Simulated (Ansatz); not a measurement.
Calculation log, TePb (Fm-3m) (relaxation)

Method: PBEsol, PAW on Ansatz 0.2.0's default frozen-core files (fitted under PBE), scalar-relativistic.

Command:

```sh
ansatz run input.yaml --threads 1 --pin off --max-ram 2560MiB --backend cpu --events-out ev --progress --plain --runs-dir out
```

input.yaml:

```yaml
crystal:
  lattice:
    - [0.0, 3.231, 3.231]
    - [3.231, 0.0, 3.231]
    - [3.231, 3.231, 0.0]
  atoms:
    - { symbol: Te, position: [0.5, 0.5, 0.5] }
    - { symbol: Pb, position: [0.0, 0.0, 0.0] }
kpoints:
  mp_grid: { grid: [12, 12, 12] }
scf:
  occupations: { method: fermi_dirac, width: 0.08 }
hamiltonian:
  xc: pbesol
  pseudopotentials: { kind: paw }
relax:
  f_tol: 0.002
  max_steps: 80
  cell: {}
output:
  forces: true
  stress: true
```

Output:

```
Warning: RAYON_NUM_THREADS=1 ignored (pool sized by the plan → 1); use --threads N
Engine: ansatz 0.2.0, aarch64-unknown-linux-gnu
Pseudopotentials: kind: paw
Pseudopotential: Te, paw, valence charge 16, recommended cutoff 420 eV (normal), Te.paw.azcp
Pseudopotential: Pb, paw, valence charge 14, recommended cutoff 420 eV (normal), Pb.paw.azcp
Functional definition: PBEsol
  exchange = pbesol_x
  correlation = pbesol_c
Crystal: 2 atoms, lattice volume = 67.459 Å³
Basis set: ecut = 420 eV, 1363 PW (Γ), exchange–correlation on 64×64×64 points (8 copies of the dense FFT grid, shifted against one another)
Bands: 19, of which v1, the nominal top of the filled ones, is band 15 counted from 1 (14 counted from 0)
Symmetry: 48 space group operations
Space group: Fm-3m (ITA 225), of the structure as read, at distance tolerance 4.1e-5 Å
k-points: 72 of 1728
Non-local potential: Te, projectors of the file, l = 0: 2, l = 1: 2, l = 2: 2, l = 3: 2
Non-local potential: Pb, projectors of the file, l = 0: 2, l = 1: 2, l = 2: 2, l = 3: 2
PAW form: soft (Blöchl's): semilocal exchange-correlation on the pseudo side does not see the compensation charge
PAW frozen core: Te, regenerated for the run's functional, and the local potential with it (the file was generated under x = pbe(κ = 0.804, μ = 0.2195149727645171), c = pbe(β = 0.06672455060314922))
PAW frozen core: Pb, regenerated for the run's functional, and the local potential with it (the file was generated under x = pbe(κ = 0.804, μ = 0.2195149727645171), c = pbe(β = 0.06672455060314922))
PAW one-centre angular grid: Te, 590 points (default); XC on 64 Gauss nodes
PAW one-centre angular grid: Pb, 590 points (default); XC on 64 Gauss nodes
Initial density: superposition of atomic densities (neutral atoms: chi_scale 0, normalization atom), corrected by the library's trained network
Initial wavefunctions: pseudopotential atomic-orbital guess
Functional: x = pbesol(κ = 0.804, μ = 0.12345679012345678), c = pbesol(β = 0.046)
SCF iter   1: F=—  HF=-18657.192901 eV  |F-HF|=—  |Δ(HF+E_count)|=         —  Δρ=2.12e-3  dr2=5.12e-3  ethr=1.77e-3  ⟨swp⟩=6.3  Hψ=6992  notcnv=0
preconditioner: auto → none  [insulator: Δε(μ)=0.648 eV  Ē_g=14.640 eV  σ=0.080 eV  W_gap=0.96  n_scr=14 (ndim 8)  ℏωp=20.2 eV  f_vac=0.014  D(μ)=0.00/eV (n_scr^D=0)  ε∞_Penn≈2.9]
SCF iter   2: F=—  HF=-18657.189255 eV  |F-HF|=—  |Δ(HF+E_count)|=   3.65e-3  Δρ=8.66e-4  dr2=5.51e-4  ethr=1.71e-5  ⟨swp⟩=2.4  Hψ=2882  notcnv=0
SCF iter   3: F=—  HF=-18657.189150 eV  |F-HF|=—  |Δ(HF+E_count)|=   1.05e-4  Δρ=3.07e-4  dr2=5.32e-5  ethr=1.84e-6  ⟨swp⟩=2.0  Hψ=2080  notcnv=0
SCF iter   4: F=—  HF=-18657.189164 eV  |F-HF|=—  |Δ(HF+E_count)|=   1.39e-5  Δρ=1.52e-4  dr2=1.34e-5  ethr=1.77e-7  ⟨swp⟩=1.0  Hψ=1383  notcnv=0
SCF iter   5: F=—  HF=-18657.189168 eV  |F-HF|=—  |Δ(HF+E_count)|=   4.01e-6  Δρ=3.24e-5  dr2=6.04e-7  ethr=4.45e-8  ⟨swp⟩=2.0  Hψ=1623  notcnv=0
SCF iter   6: F=-18657.189168 eV  HF=-18657.189168 eV  |F-HF|=1.53e-9  |Δ(HF+E_count)|=   1.83e-7  Δρ=3.47e-6  dr2=6.30e-9  ethr=3.33e-10  ⟨swp⟩=5.1  Hψ=5153  notcnv=0
SCF 1 converged in 6 iterations: F = -18657.189168 eV  dr2 = 6.30e-9
[... 21 lines left out ...]
SCF iter   1: F=—  HF=-18657.190005 eV  |F-HF|=—  |Δ(HF+E_count)|=         —  Δρ=4.72e-5  dr2=1.88e-6  ethr=4.40e-8  ⟨swp⟩=3.0  Hψ=8632  notcnv=0
preconditioner: auto → none  [insulator: Δε(μ)=0.646 eV  Ē_g=14.680 eV  σ=0.080 eV  W_gap=0.96  n_scr=14 (ndim 8)  ℏωp=20.3 eV  f_vac=0.010  D(μ)=0.00/eV (n_scr^D=0)  ε∞_Penn≈2.9]
SCF iter   2: F=—  HF=-18657.190006 eV  |F-HF|=—  |Δ(HF+E_count)|=   7.50e-7  Δρ=2.18e-5  dr2=3.96e-7  ethr=6.27e-9  ⟨swp⟩=1.1  Hψ=1382  notcnv=0
SCF iter   3: F=—  HF=-18657.190006 eV  |F-HF|=—  |Δ(HF+E_count)|=   8.40e-8  Δρ=8.29e-6  dr2=9.12e-8  ethr=1.32e-9  ⟨swp⟩=2.8  Hψ=2201  notcnv=0
SCF iter   4: F=-18657.190006 eV  HF=-18657.190006 eV  |F-HF|=2.55e-11  |Δ(HF+E_count)|=   2.65e-8  Δρ=1.78e-6  dr2=1.26e-9  ethr=1.38e-10  ⟨swp⟩=5.0  Hψ=4774  notcnv=0
SCF 3 converged in 4 iterations: F = -18657.190006 eV  dr2 = 1.26e-9
relax step   3: F+E_penalty+E_count = -18657.19000605 eV  Δ(F+E_penalty+E_count) = -4.950e-5 eV  max|allowed force component| = 8.743e-30 eV/Å  Δτ_max = 0.0000 Å  P = -0.002 GPa  Ω = 66.857 Å³  energy of the carried Pulay ...
Initial wavefunctions: pseudopotential atomic-orbital guess (no wavefunctions were taken with the density)
iter 1 solved again at ethr=2.22e-7 eV; its pass at ethr=3.10e-3 eV (dr2=6.67e-5 eV) is discarded
SCF iter   1: F=—  HF=-18657.189917 eV  |F-HF|=—  |Δ(HF+E_count)|=         —  Δρ=9.92e-6  dr2=1.17e-8  ethr=2.22e-7  ⟨swp⟩=3.7  Hψ=10903  notcnv=0
eigensolver tolerance schedule: the retry pair's looser diagonalisation over-reported the residual by 5708.87 of it (diagonalisation noise at 0.69 of the residual, at the tolerance the schedule requests for it); recorded, not ...
SCF iter   2: F=—  HF=-18657.189919 eV  |F-HF|=—  |Δ(HF+E_count)|=   2.10e-6  Δρ=4.63e-6  dr2=2.26e-9  ethr=3.89e-11  ⟨swp⟩=3.8  Hψ=3530  notcnv=0
SCF iter   3: F=—  HF=-18657.189919 eV  |F-HF|=—  |Δ(HF+E_count)|=   2.49e-9  Δρ=1.03e-6  dr2=1.06e-9  ethr=7.55e-12  ⟨swp⟩=2.0  Hψ=2448  notcnv=0
SCF iter   4: F=—  HF=-18657.189919 eV  |F-HF|=—  |Δ(HF+E_count)|=  2.95e-10  Δρ=3.91e-7  dr2=4.39e-11  ethr=3.52e-12  ⟨swp⟩=3.0  Hψ=2465  notcnv=0
SCF iter   5: F=-18657.189919 eV  HF=-18657.189919 eV  |F-HF|=1.09e-11  |Δ(HF+E_count)|=  1.82e-11  Δρ=1.34e-7  dr2=3.21e-12  ethr=1.00e-12  ⟨swp⟩=6.0  Hψ=5870  notcnv=0
SCF 4 converged in 5 iterations: F = -18657.189919 eV  dr2 = 3.21e-12
relax step   4: F+E_penalty+E_count = -18657.18991905 eV  Δ(F+E_penalty+E_count) = +8.700e-5 eV  max|allowed force component| = 1.407e-29 eV/Å  Δτ_max = 0.0000 Å  P = -0.002 GPa  Ω = 66.857 Å³  stress off target by 2.31e-3 GPa  ...
basis re-selected at this cell: Δ(F+E_penalty+E_count) = +8.700e-5 eV, ΔP = -0.000 GPa vs the last step (what re-selecting the basis moved, of the pressure what is left beyond the Pulay correction that the steps carried, after ...
SCF converged after 5 iterations
Free energy (F): -18657.189919 eV
Harris-Foulkes:  -18657.189919 eV  (|F-HF|=1.09e-11)
Internal energy: -18657.189741 eV  (E = F + TS)
E sigma→0 (E₀):  -18657.189830 eV
Entropy (-TS):   -0.000179 eV (-0.089 meV/atom)
Fermi energy:    9.041781 eV
--- Per-component energies (eV) ---
  E_band       = -316.747470
  E_kinetic    = 468.861564
  E_local      = -2375.661715  (includes V_loc(G=0)·N_el)
  E_nonlocal   = 44.298209
  E_hartree    = 1248.271812
  E_xc         = -342.869137
  E_vxc        = -237.421536  (∫ρ·V_xc dr)
  E_paw        = -14839.061631  (= ΣΔE_a)
  E_vpaw       = -713.367444  (= ΣTr[D̂ρ^β])
  E_aug_tail   = -0.000162  (compensation charges beyond the density's cutoff)
  E_ewald      = -2861.465612
  E_core_change = 0.436932  (= ΣΔE_core)
  E_smearing   = -0.000179  (= −TS)
  E_closure    = -0.000000  (closes the sum)
  Σ components = -18657.189919   (vs F -18657.189919, Δ=0.00e0)
--- Forces (eV/Å), atoms counted from 1 ---
  atom   1  Te     0.00000000    -0.00000000    -0.00000000
  atom   2  Pb    -0.00000000    -0.00000000     0.00000000
  max |Σ_I F_I| component: 2.76e-29 eV/Å
--- Stress (GPa, compression-positive) ---
       -0.002307       0.000000      -0.000000
       -0.000000      -0.002307       0.000000
       -0.000000       0.000000      -0.002307
  P = ⅓ Tr σ = -0.0023 GPa (-0.023 kbar)
--- Relaxed structure (3 steps of the walk, 3 accepted, 1 SCFs on fresh bases) ---
  F+E_penalty+E_count = -18657.18991905 eV   max|allowed force component| = 1.407e-29 eV/Å   (the final SCF, on the basis selected at the relaxed cell)
  cell:  # Å, volume = 66.8565 Å³
    - [-2.0381488131582358e-34, 3.2213498497033757, 3.2213498497033757]
    - [3.2213498497033757, 3.885221175082888e-34, 3.2213498497033757]
    - [3.2213498497033757, 3.2213498497033757, -4.7769112808396156e-34]
  atoms:
    - { symbol: Te, position: [0.5, 0.5, 0.5] }
    - { symbol: Pb, position: [-2.483660817548857e-36, 1.707516812056157e-36, 1.707516812051639e-36] }
```

The run converged.

**Relaxation**

Relaxation of a crystal by Kohn-Sham DFT from the given cell to forces under 2 meV/angstrom; pressure positive in compression.

```json
{
  "Volume change": "-0.893 %",
  "Length change (a, b, c)": "-0.299, -0.299, -0.299 %",
  "Start pressure": "-0.4 GPa"
}
```

Known limits: frozen-core PAW files fitted under PBE, their cores solved anew for the functional of the run; no spin-orbit coupling on heavy atoms.

Time and hardware: 14 s on 1 thread of Arm Neoverse V2 (shared host), peak memory 0.39 GiB.
